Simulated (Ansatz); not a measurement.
MnS:

```
Mn S
1.0
     0.00000    2.47346    2.47346
     2.47346    0.00000    2.47346
     2.47346    2.47346    0.00000
Mn S
1 1
Direct
  0.00000 0.00000 0.00000
  0.75000 0.75000 0.75000
```

The cell is a database's computed one.

```yaml
Program: Ansatz 0.2.0
Task: relaxation of cell and atoms
Functional: revPBE
Dispersion: D4
Potentials_or_basis: Ansatz PAW
Cutoff: "420 eV (not typed: the program's choice for these potentials)"
k_mesh: 9 × 9 × 9
Occupations: fermi-dirac, width 0.05 eV
Spin: collinear spin, ferromagnetic start
Starting_moments: "[4.0, 0.0] μB"
```

At the start: volume 15.13 Å³/atom.

How do energy, volume and symmetry change on relaxing?

It ends after 5 steps and the volume is 14.67 Å³/atom (-3.1 %); space group F-43m (No. 216, to 0.05 Å); moment 0.19 μB per cell.

Step by step:
| step | energy change (eV) | largest force (eV/Å) | volume (Å³) |
| --- | --- | --- | --- |
| 1 | 0.0000 | 0.0000 | 30.27 |
| 2 | -0.0117 | 0.0000 | 29.67 |
| 3 | -0.0135 | 0.0000 | 29.32 |
| 4 | -0.0135 | 0.0000 | 29.34 |
| 5 | -0.0133 | 0.0000 | 29.34 |

Final structure:
```
Mn S
1.0
     0.00000    2.44790    2.44790
     2.44790    0.00000    2.44790
     2.44790    2.44790    0.00000
Mn S
1 1
Cartesian
  0.0000 0.0000 0.0000
  3.6718 3.6718 3.6718
```

Caveat: the plane-wave basis is chosen anew once the cell has moved, so the energies of steps on either side of that aren't comparable; the moment fell far below its start of 4 μB, so a state of higher moment may lie lower in energy; the PAW data sets come from PBE, with cores solved anew for the run's functional, which leaves a small shift of forces and pressure; the starting moments weren't kept.
